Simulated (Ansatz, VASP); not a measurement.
# Cross-check of BP between VASP and Ansatz

Wanted: the spread between two codes on one cell, functional and k mesh. The structure shown is the start of the Ansatz relaxation below; VASP solves that cell, so the two are compared at the walk's first step.

Method: plane waves, with VASP 6.6.1 beside it; single point at LDA, in Ansatz 0.2.0.

## 1. Starting point

The structure is orthorhombic, space group Imm2 (No. 44). The conventional cell has a = 3.112 Å, b = 3.176 Å, c = 4.501 Å, α = 90.00°, β = 90.00°, γ = 90.00°. Nearest to B lie 4 P at 1.92 to 1.94 Å. Nearest to P lie 4 B at 1.92 to 1.94 Å. Farther neighbours are not listed.

Structure file:

```cif
data_structure
_symmetry_space_group_name_H-M 'P 1'
_symmetry_Int_Tables_number 1
_cell_length_a 3.1634
_cell_length_b 3.1634
_cell_length_c 3.1118
_cell_angle_alpha 60.538
_cell_angle_beta 60.538
_cell_angle_gamma 60.263
_cell_volume 22.24
loop_
_atom_site_label
_atom_site_type_symbol
_atom_site_fract_x
_atom_site_fract_y
_atom_site_fract_z
_atom_site_occupancy
B1 B 0.00048 0.00048 0.99952 1
P2 P 0.74952 0.74952 0.75048 1
```

## 2. Ansatz: relaxation, LDA

Ansatz runs on its PAW soft_1 files.

The two programs are compared at the cell with which this relaxation starts, whose forces are those of its first step.

Input file input.yaml:

```yaml
crystal:
  lattice:
    - [-0.0226638345, 2.2230492153, 2.2504337495]
    - [2.2230492153, -0.0226638345, 2.2504337495]
    - [2.2003853809, 2.2003853809, 0.0]
  atoms:
    - { symbol: B, position: [0.0004796895, 0.0004796895, -0.0004796895] }
    - { symbol: P, position: [0.7495203105, 0.7495203105, 0.7504796895] }
  conventional_axes: [[0, 0, 1], [1, -1, 0], [1, 1, -1]]
kpoints:
  mp_grid: { grid: [12, 12, 12] }
hamiltonian:
  xc: lda
  pseudopotentials: { kind: paw, azcp: { folder: soft_1 }, xc_functional: pbe }
scf:
  occupations: { method: gaussian, width: 0.02 }
output:
  forces: true
  stress: true
  eigenvalues: true
relax:
  adjacent_minimum: "off"
  f_tol: 0.001
  max_steps: 60
  cell: { stress_tol: 0.01, fix: [a, angles] }
```

Launch:

```console
> ansatz run input.yaml --threads 4 --pin off --max-ram 10240MiB --backend cpu --events-out ev --progress --plain --runs-dir out
```

Numbers of over 12 decimals in the logs are rounded to 6 here.

What it wrote:

```text
Engine: ansatz 0.2.0, aarch64-unknown-linux-gnu
Pseudopotentials: kind: paw
Pseudopotential: B, paw, valence charge 3, recommended cutoff 420 eV (normal), soft_1/B.paw.azcp
Pseudopotential: P, paw, valence charge 5, recommended cutoff 420 eV (normal), soft_1/P.paw.azcp
Functional definition: SPW92
  exchange = slater_x
  correlation = pw_c
Crystal: 2 atoms, lattice volume = 22.241 Å³
Basis set: ecut = 420 eV, 435 PW (Γ)
Bands: 8, of which v1, the nominal top of the filled ones, is band 4 counted from 1 (3 counted from 0)
Symmetry: 4 space group operations
Space group: Imm2 (ITA 44), of the structure as read, at distance tolerance 2.8e-5 Å
k-points: 280 of 1728 (time reversal used)
Non-local potential: B, projectors of the file, l = 0: 2, l = 1: 2, l = 2: 1
Non-local potential: P, projectors of the file, l = 0: 2, l = 1: 2, l = 2: 1
PAW form: soft (Blöchl's): semilocal exchange-correlation on the pseudo side does not see the compensation charge
PAW frozen core: B, regenerated for the run's functional, and the local potential with it (the file was generated under x = pbe(κ = 0.804, μ = 0.219515), c = pbe(β = 0.066725))
PAW frozen core: P, regenerated for the run's functional, and the local potential with it (the file was generated under x = pbe(κ = 0.804, μ = 0.219515), c = pbe(β = 0.066725))
PAW one-centre angular grid: B, 110 points (default); XC on 64 Gauss nodes
PAW one-centre angular grid: P, 110 points (default); XC on 64 Gauss nodes
Initial density: superposition of atomic densities (chi_scale 0.1, normalization cell, long waves kept (reshape's long-wave potential 0.00 eV rms))
Initial wavefunctions: pseudopotential atomic-orbital guess
Functional: x = slater, c = lda
SCF iter   1: F=—  HF=-877.513613 eV  |F-HF|=—  |Δ(HF+E_count)|=         —  Δρ=9.93e-2  dr2=2.45e0  ethr=3.10e-3  ⟨swp⟩=6.4  Hψ=21521  notcnv=0
preconditioner: auto → none  [insulator: Δε(μ)=1.900 eV  Ē_g=13.278 eV  σ=0.020 eV  W_gap=1.00  n_scr=0 (ndim 8)  ℏωp=22.3 eV  f_vac=0.000  D(μ)=0.00/eV (n_scr^D=0)  ε∞_Penn≈3.8]
SCF iter   2: F=—  HF=-876.683594 eV  |F-HF|=—  |Δ(HF+E_count)|=   8.30e-1  Δρ=3.05e-2  dr2=1.57e-1  ethr=3.10e-3  ⟨swp⟩=3.0  Hψ=6949  notcnv=0
SCF iter   3: F=—  HF=-876.630824 eV  |F-HF|=—  |Δ(HF+E_count)|=   5.28e-2  Δρ=1.13e-2  dr2=1.77e-2  ethr=1.96e-3  ⟨swp⟩=3.0  Hψ=4480  notcnv=0
SCF iter   4: F=—  HF=-876.625485 eV  |F-HF|=—  |Δ(HF+E_count)|=   5.34e-3  Δρ=1.61e-3  dr2=2.69e-4  ethr=2.21e-4  ⟨swp⟩=3.0  Hψ=4484  notcnv=0
SCF iter   5: F=—  HF=-876.625427 eV  |F-HF|=—  |Δ(HF+E_count)|=   5.80e-5  Δρ=6.15e-5  dr2=3.10e-7  ethr=3.36e-6  ⟨swp⟩=2.9  Hψ=3588  notcnv=0
SCF iter   6: F=—  HF=-876.625427 eV  |F-HF|=—  |Δ(HF+E_count)|=   1.18e-7  Δρ=1.20e-5  dr2=1.46e-8  ethr=1.25e-9  ⟨swp⟩=7.0  Hψ=13348  notcnv=0
SCF iter   7: F=-876.625427 eV  HF=-876.625427 eV  |F-HF|=7.01e-11  |Δ(HF+E_count)|=   2.20e-9  Δρ=6.73e-7  dr2=1.13e-10  ethr=1.82e-10  ⟨swp⟩=2.0  Hψ=7335  notcnv=0
SCF 1 converged in 7 iterations: F = -876.625427 eV  dr2 = 1.13e-10
  greatest PAW one-centre occupation: 0.764 electrons in one spin orbital (limit 2), on the P atom at site 1 (counted from 0), in its partial waves of l = 0
relax step   1: F+E_penalty+E_count = -876.62542684 eV  Δ(F+E_penalty+E_count) = +0.000e0 eV  max|allowed force component| = 9.308e-2 eV/Å  Δτ_max = 0.0000 Å  P = +3.270 GPa  Ω = 22.241 Å³  fix = [a, alpha, beta, gamma]  reactions: a +8.886 GPa  (7 SCF iters, dr2 threshold 1.00e-7 eV, accepted)
[...]
relax step   2: F+E_penalty+E_count = -876.62568692 eV  Δ(F+E_penalty+E_count) = -2.601e-4 eV  max|allowed force component| = 4.916e-2 eV/Å  Δτ_max = 0.0010 Å  P = +2.914 GPa  Ω = 22.281 Å³  energy of the carried Pulay correction = -2.583e-5 eV  fix = [a, alpha, beta, gamma]  reactions: a +8.567 GPa  (4 SCF iters, dr2 threshold 2.00e-7 eV, accepted)
[...]
relax step   3: F+E_penalty+E_count = -876.62574019 eV  Δ(F+E_penalty+E_count) = -5.328e-5 eV  max|allowed force component| = 3.015e-4 eV/Å  Δτ_max = 0.0013 Å  P = +2.751 GPa  Ω = 22.300 Å³  energy of the carried Pulay correction = -3.752e-5 eV  fix = [a, alpha, beta, gamma]  reactions: a +8.354 GPa  (3 SCF iters, dr2 threshold 1.51e-7 eV, accepted)
[...]
relax step   4: F+E_penalty+E_count = -876.62574508 eV  Δ(F+E_penalty+E_count) = -4.888e-6 eV  max|allowed force component| = 2.621e-4 eV/Å  Δτ_max = 0.0000 Å  P = +2.785 GPa  Ω = 22.295 Å³  energy of the carried Pulay correction = -3.465e-5 eV  fix = [a, alpha, beta, gamma]  reactions: a +8.353 GPa  (3 SCF iters, dr2 threshold 2.82e-8 eV, accepted)
[...]
relax step   5: F+E_penalty+E_count = -876.62578091 eV  Δ(F+E_penalty+E_count) = -3.583e-5 eV  max|allowed force component| = 2.681e-4 eV/Å  Δτ_max = 0.0000 Å  P = +2.788 GPa  Ω = 22.295 Å³  fix = [a, alpha, beta, gamma]  reactions: a +8.354 GPa  stress off target by 6.01e-3 GPa on what of the cell is left free  SCF on the basis re-selected at this cell (its energy is not comparable with the rows above)  (5 SCF iters)
basis re-selected at this cell: Δ(F+E_penalty+E_count) = -3.583e-5 eV, ΔP = +0.003 GPa vs the last step (what re-selecting the basis moved, of the pressure what is left beyond the Pulay correction that the steps carried, after the strain that the cell walked since its last selection, with what the two solves' SCF thresholds leave and, on support functions, any second-order correction that the steps lacked; it is no m [...]
SCF converged after 5 iterations
Free energy (F): -876.625781 eV
Harris-Foulkes:  -876.625781 eV  (|F-HF|=2.27e-13)
Internal energy: -876.625781 eV  (E = F + TS)
E sigma→0 (E₀):  -876.625781 eV
Fermi energy:    10.289547 eV
--- Per-component energies (eV) ---
  E_band       = 24.295830
  E_kinetic    = 123.218393
  E_local      = -60.048784  (includes V_loc(G=0)·N_el)
  E_nonlocal   = 41.843645
  E_hartree    = 16.504216
  E_xc         = -106.847367
  E_vxc        = -102.369513  (∫ρ·V_xc dr)
  E_paw        = -601.475681  (= ΣΔE_a)
  E_vpaw       = -11.356350  (= ΣTr[D̂ρ^β])
  E_aug_tail   = 0.000009  (compensation charges beyond the density's cutoff)
  E_ewald      = -289.983397
  E_core_change = 0.163186  (= ΣΔE_core)
  E_smearing   = -0.000000  (= −TS)
  E_closure    = 0.000000  (closes the sum)
  Σ components = -876.625781   (vs F -876.625781, Δ=0.00e0)
--- Forces (eV/Å), atoms counted from 1 ---
  atom   1  B      0.00000000     0.00000000    -0.00026809
  atom   2  P     -0.00000000    -0.00000000     0.00026814
  max |Σ_I F_I| component: 4.44e-8 eV/Å
--- Stress (GPa, compression-positive) ---
        4.180061       4.174046       0.000000
        4.174046       4.180061       0.000000
        0.000000       0.000000       0.005231
  P = ⅓ Tr σ = 2.7885 GPa (27.885 kbar)
--- Band table (eV; the first three rows and the last of 280) ---
  k-point 0: bands = ["-6.1340", "9.5763", "9.6235", "9.8377", "12.9326", "13.1673", "13.2840", "17.7579"]
  k-point 1: bands = ["-6.0019", "8.7874", "9.4011", "9.4392", "13.2530", "13.4955", "13.5642", "18.0994"]
  k-point 2: bands = ["-5.6087", "6.8904", "8.9324", "8.9412", "13.7789", "13.9146", "14.1284", "18.8721"]
  k-point 279: bands = ["-1.1653", "0.8630", "5.3299", "5.6989", "10.8853", "11.4555", "21.9867", "22.1380"]
--- Relaxed structure (4 steps of the walk, 4 accepted, 1 SCFs on fresh bases) ---
  F+E_penalty+E_count = -876.62578091 eV   max|allowed force component| = 2.681e-4 eV/Å   (the final SCF, on the basis selected at the relaxed cell)
  cell:  # Å, volume = 22.2953 Å³
    - [-0.022859, 2.223244, 2.255562]
    - [2.223244, -0.022859, 2.255562]
    - [2.2003853809, 2.2003853809, 4.8887757824164786e-11]
  atoms:
    - { symbol: B, position: [0.00098005, 0.00098005, -0.00098005] }
    - { symbol: P, position: [0.749020, 0.749020, 0.750980] }
```

## 3. VASP: single point, LDA, start cell, pair 1

The same cell, functional (in two slightly different forms), mesh and smearing now go to VASP, with its own data sets.

Lines of VASP's logs that name or quote its potential files are left out, and so is its time.

Input file INCAR:

```
SYSTEM = BP
PREC = Accurate
ENCUT = 420
EDIFF = 1E-06
NELM = 120
ISMEAR = 0
SIGMA = 0.02
LREAL = .FALSE.
ALGO = Normal
GGA = CA
NBANDS = 10
LORBIT = 11
LWAVE = .FALSE.
LCHARG = .FALSE.
ISIF = 2
LASPH = .TRUE.
GGA_COMPAT = .FALSE.
EFERMI = MIDGAP
KPAR = 2
```

Input file POSCAR:

```
BP
1.0
   -0.0226640000      2.2230490000      2.2504340000
    2.2230490000     -0.0226640000      2.2504340000
    2.2003850000      2.2003850000      0.0000000000
B P
1 1
Direct
    0.0004796853      0.0004796853      0.9995203147
    0.7495203147      0.7495203147      0.7504799125
```

Input file KPOINTS:

```
Automatic mesh
0
Gamma
12 12 12
0 0 0
```

The projector-augmented-wave data sets are B and P (LDA family, release 64).

Launch:

```console
> mpirun -np 2 vasp_std
```

What it wrote:

```text
[banner, memory and clock lines left out]
running    2 mpi-ranks, on    1 nodes
 distrk:  each k-point on    1 cores,    2 groups
 distr:  one band on    1 cores,    1 groups

 POSCAR found type information on POSCAR B P
 POSCAR found :  2 types and       2 ions
 LDA part: xc-table for (Slater(with rela. corr.)+CA(PZ))
 , standard interpolation
 POSCAR, INCAR and KPOINTS ok, starting setup
 FFT: planning ... GRIDC
 FFT: planning ... GRID_SOFT
 FFT: planning ... GRID
 WAVECAR not read
 entering main loop
       N       E                     dE             d eps       ncg     rms          rms(c)
DAV:   1     0.441372663305E+01    0.44137E+01   -0.35938E+03  5656   0.609E+02
DAV:   2    -0.149038780428E+02   -0.19318E+02   -0.18469E+02  7920   0.101E+02
DAV:   3    -0.153302746926E+02   -0.42640E+00   -0.42557E+00  6880   0.142E+01
DAV:   4    -0.153319236047E+02   -0.16489E-02   -0.16487E-02  6754   0.101E+00
DAV:   5    -0.153319316197E+02   -0.80150E-05   -0.80149E-05  6790   0.657E-02    0.789E+00
DAV:   6    -0.145296985988E+02    0.80223E+00   -0.18403E+00  6208   0.640E+00    0.417E+00
DAV:   7    -0.144005104930E+02    0.12919E+00   -0.31542E-01  7180   0.300E+00    0.132E+00
DAV:   8    -0.143873322326E+02    0.13178E-01   -0.35937E-02  6648   0.106E+00    0.254E-01
DAV:   9    -0.143873625375E+02   -0.30305E-04   -0.74043E-04  6310   0.206E-01    0.168E-01
DAV:  10    -0.143873572373E+02    0.53003E-05   -0.14141E-04  6208   0.708E-02    0.349E-02
DAV:  11    -0.143873590740E+02   -0.18367E-05   -0.62140E-06  6754   0.139E-02    0.382E-02
DAV:  12    -0.143873587963E+02    0.27769E-06   -0.17370E-06  3318   0.620E-03
   1 F= -.14387359E+02 E0= -.14387359E+02  d E =0.000000E+00
```

Parts of OUTCAR (step 3):

```text
ion  position               nearest neighbor table
   1  0.000  0.000  1.000-   2 1.92   2 1.92   2 1.94   2 1.94
   2  0.750  0.750  0.750-   1 1.92   1 1.92   1 1.94   1 1.94

  LATTYP: Found a body centered orthorhombic cell.
 ALAT       =     3.1118143094
 B/A-ratio  =     1.0206000314
 C/A-ratio  =     1.4463806489

 Subroutine GETGRP returns: Found  4 space group operations
 (whereof  4 operations were pure point group operations)

The static configuration has the point symmetry C_2v.

 Found    280 irreducible k-points:

   k-points           NKPTS =    280   k-points in BZ     NKDIM =    280   number of bands    NBANDS=     10

   dimension x,y,z NGX =    24 NGY =   24 NGZ =   24
   dimension x,y,z NGXF=    48 NGYF=   48 NGZF=   48

   ENCUT  =  420.0 eV  30.87 Ry    5.56 a.u.   5.29  5.29  5.20*2*pi/ulx,y,z

   NELECT =       8.0000    total number of electrons

 k-points in reciprocal lattice and weights: Automatic mesh
   0.00000000  0.00000000  0.00000000       0.001
   0.08333333  0.00000000  0.00000000       0.002
   0.16666667 -0.00000000  0.00000000       0.002
   0.25000000 -0.00000000  0.00000000       0.002
   0.33333333 -0.00000000  0.00000000       0.002
   0.41666667 -0.00000000  0.00000000       0.002
   0.50000000 -0.00000000  0.00000000       0.001
   0.08333333  0.08333333  0.00000000       0.001
   0.16666667  0.08333333  0.00000000       0.002
[...]
0.25000000  0.25000000  0.50000000       0.001
  -0.25000000  0.25000000  0.50000000       0.001

 average (electrostatic) potential at core
       1 -29.2937       2 -81.6907

 E-fermi :   8.5959

 k-point     1 :       0.0000    0.0000    0.0000
  band No.  band energies     occupation
      1      -7.8277      2.00000
      2       7.9155      2.00000
      3       7.9761      2.00000
      4       8.1181      2.00000
      5      11.2461      0.00000
      6      11.4906      0.00000
      7      11.6413      0.00000
      8      16.1520      0.00000
      9      19.6231      0.00000
    ...

 k-point     2 :       0.0833    0.0000    0.0000
  band No.  band energies     occupation
      1      -7.6997      2.00000
      2       6.9437      2.00000
      3       7.7230      2.00000
      4       7.9077      2.00000
      5      11.6101      0.00000
      6      11.8849      0.00000
      7      11.9355      0.00000
      8      16.4537      0.00000
      9      19.5957      0.00000
    ...

 k-point     3 :       0.1667   -0.0000    0.0000
  band No.  band energies     occupation
      1      -7.3186      2.00000
      2       5.0084      2.00000
      3       7.2685      2.00000
      4       7.4606      2.00000
      5      12.1049      0.00000
      6      12.4355      0.00000
      7      12.5452      0.00000
      8      17.2057      0.00000
      9      18.9207      0.00000
    ...

  Total        0.6038874      0.6038874      0.1116386      0.6160997      0.0000000      0.0000000
  in kB       43.5028150     43.5028150      8.0422167     44.3825616      0.0000000      0.0000000
  external PRESSURE =      31.6826156 kB  Pullay stress =       0.0000000 kB

  energy-cutoff  :      420.00
  volume of cell :       22.24
      direct lattice vectors                 reciprocal lattice vectors
    -0.022664000  2.223049000  2.250434000    -0.222646438  0.222646438  0.222179366
     2.223049000 -0.022664000  2.250434000     0.222646438 -0.222646438  0.222179366
     2.200385000  2.200385000  0.000000000     0.227232962  0.227232962 -0.222179366

 POSITION                                       TOTAL-FORCE (eV/Angst)
 -----------------------------------------------------------------------------------
      2.20038      2.20038      0.00216         0.000000      0.000000      0.091308
      3.30058      3.30058      3.37349        -0.000000     -0.000000     -0.091308
 -----------------------------------------------------------------------------------
    total drift:                               -0.000096     -0.000096     -0.000103

  FREE ENERGIE OF THE ION-ELECTRON SYSTEM (eV)
  ---------------------------------------------------
  free  energy   TOTEN  =       -14.3873587963 eV

  energy  without entropy=      -14.3873587963  energy(sigma->0) =      -14.38735880

 total charge
# of ion       s       p       d       tot
------------------------------------------
    1        0.672   1.342   0.000   2.014
    2        0.995   1.613   0.000   2.608
--------------------------------------------------
tot          1.667   2.955   0.000   4.623

[... 3 further parts left out ...]
```

The run ends at a pressure of 3.17 GPa, with forces up to 0.091 eV/Å.

## 4. Side by side

Known differences besides the potentials themselves: the two LDA forms differ slightly; VASP's log shows a relativistic correction to its local exchange, Ansatz's none. Total energies have different zeros and are not compared.

Forces (eV/Å; atoms numbered as in POSCAR):

```tsv
atom	Ansatz x, y, z	VASP x, y, z
B1	0.000, 0.000, 0.093	0.000, 0.000, 0.091
P2	0.000, 0.000, -0.093	0.000, 0.000, -0.091
```

The forces differ by 1.0 meV/Å r.m.s., which is 1.9 % of the r.m.s. force of 0.053 eV/Å (both taken over all components).

## 5. Further runs

Further runs change the set-up of one program: Ansatz's method, potentials or start, or VASP's data sets, cutoff or form of LDA. The table gives that difference for each run.

```tsv
run	r.m.s. force difference (meV/Å)
as above	1.0
VASP with a cutoff of 500 eV (perhaps on Ansatz's relaxed cell)	0.85
```

## 6. Ansatz: relaxation, LDA

The two programs are compared at the cell with which this relaxation starts, whose forces are those of its first step. The cell compared in this pair holds 21.89 Å³, against 22.24 Å³ for the pair before.

The structure compared here is the start of the Ansatz relaxation; VASP solves that cell, so the two are compared at the walk's first step.

input.yaml, the sections that differ from step 2:

```yaml
crystal:
  lattice:
    - [-0.0455294349, 2.2010089916, 2.2606514962]
    - [2.2010089916, -0.0455294349, 2.2606514962]
    - [2.1554795568, 2.1554795568, 0.0]
  atoms:
    - { symbol: B, position: [0.0014998934, 0.0014998934, -0.0014998934] }
    - { symbol: P, position: [0.7485001066, 0.7485001066, 0.7514998934] }
  conventional_axes: [[0, 0, 1], [1, -1, 0], [1, 1, -1]]
# kpoints, hamiltonian, scf, output, relax: as in step 2
```

Launch:

```console
> ansatz run input.yaml --threads 4 --pin off --max-ram 10240MiB --backend cpu --events-out ev --progress --plain --runs-dir out
```

What it wrote:

```text
[...]
Crystal: 2 atoms, lattice volume = 21.894 Å³
Basis set: ecut = 420 eV, 427 PW (Γ)
Bands: 8, of which v1, the nominal top of the filled ones, is band 4 counted from 1 (3 counted from 0)
Symmetry: 4 space group operations
[...]
k-points: 280 of 1728 (time reversal used)
[...]
--- Band table (eV; the first three rows and the last of 280) ---
[...]
--- Relaxed structure (5 steps of the walk, 5 accepted, 1 SCFs on fresh bases) ---
[...]
cell:  # Å, volume = 21.9466 Å³
    - [-0.045735, 2.201214, 2.265691]
    - [2.201214, -0.045735, 2.265691]
    - [2.1554795568, 2.1554795568, 4.767377450889325e-11]
  atoms:
    - { symbol: B, position: [0.00204119, 0.00204119, -0.00204119] }
    - { symbol: P, position: [0.747959, 0.747959, 0.752041] }
[key lines of the parts left out:]
SCF converged after 5 iterations
Free energy (F): -876.589002 eV
Fermi energy:    10.569144 eV
P = ⅓ Tr σ = 5.8819 GPa (58.819 kbar)
```

(Continued in part 2 of 2.)

[Lines on the potential files, build, host, timing and source positions are cut from VASP's logs without a mark.]

[Logs are printed without paths, hosts, clocks, repeated set-up lines and the standing remarks that a program may print on its own settings, such as how far it seeks lower states.]

[Hosts, paths, dates, database ids (printed as entryN), source tags and the programs' standing remarks are cut or masked in the printed files.]

[Rows of further runs with another cutoff or data set may stand on the cell that Ansatz relaxed, not on the start cell of the pair above them.]
